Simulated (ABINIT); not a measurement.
Set up this calculation in ABINIT 10.8.3 (patched build), as the native input.

* Task: band structure
* Functional: LDA
* Potentials or basis: JTH PAW LDA v2.0
* Cutoff: 599 eV
* k mesh: 8 × 8 × 8
* Occupations: fermi-dirac, width 0.05 eV
* Spin: no spin polarisation
* Fine-grid cutoff: 1197.3 eV

CdS:

```xyz
2
Lattice="0.0000 2.7532 2.7532 2.7532 0.0000 2.7532 2.7532 2.7532 0.0000" Properties=species:S:1:pos:R:3 pbc="T T T"
Cd    0.0000    0.0000    0.0000
S     2.7532    2.7532    2.7532
```

Measurements of this composition are mostly on another form, of space group No. 186.

One way to write it, as run:

run.abi

```
# Datasets: ground state, then fixed potential
ndtset 2

# Pseudopotentials
pp_dirpath "./"
pseudos "Cd.LDA_PW-JTH.xml, S.LDA_PW-JTH.xml"

# Structure
acell 3*1.0
rprim
     0.0000000000     5.2028771143     5.2028771143
     5.2028771143     0.0000000000     5.2028771143
     5.2028771143     5.2028771143     0.0000000000
ntypat 2
znucl 48 16
natom 2
typat 1 2
xred
     0.0000000000     0.0000000000     0.0000000000
     0.5000000000     0.5000000000     0.5000000000

# Plane-wave basis
ecut 22.0
pawecutdg 44.0

# Exchange and correlation
ixc 7

# Bands and occupations
occopt 3
tsmear 0.05 eV

# SCF cycle
nstep 100

# Output
iomode 3
prtwf 0
prteig 0
prtebands 0
enunit 1
prtden1 1

# Dataset 1
kptopt1 1
ngkpt1 8 8 8
nshiftk1 1
shiftk1 0.0 0.0 0.0
nband1 13
tolvrs1 1.0e-9

# Dataset 2: bands along G-X-W-K-G-L-U-W-L-K
iscf2 -2
getden2 1
nband2 19
nbdbuf2 4
tolwfr2 1.0e-11
kptopt2 -9
ndivsm2 5
prteig2 1
prtvol2 -3
kptbounds2
     0.0000000000     0.0000000000     0.0000000000
     0.5000000000     0.0000000000     0.5000000000
     0.5000000000     0.2500000000     0.7500000000
     0.3750000000     0.3750000000     0.7500000000
     0.0000000000     0.0000000000     0.0000000000
     0.5000000000     0.5000000000     0.5000000000
     0.6250000000     0.2500000000     0.6250000000
     0.5000000000     0.2500000000     0.7500000000
     0.5000000000     0.5000000000     0.5000000000
     0.3750000000     0.3750000000     0.7500000000
```

Potentials or basis: JTH PAW LDA v2.0.

Run with:

```sh
$ abinit run.abi > log 2>&1
```

Results of the run:

```json
{"Pressure": "-6.8 GPa", "Band gap on the k mesh": "none (metal or under the smearing width)", "Valence electrons inside the program's atomic spheres": "Cd 10.34; S 3.53"}
```

Wall time 71 s on 1 thread of Arm Neoverse V2, with other jobs on the host, peak memory 0.12 GiB.
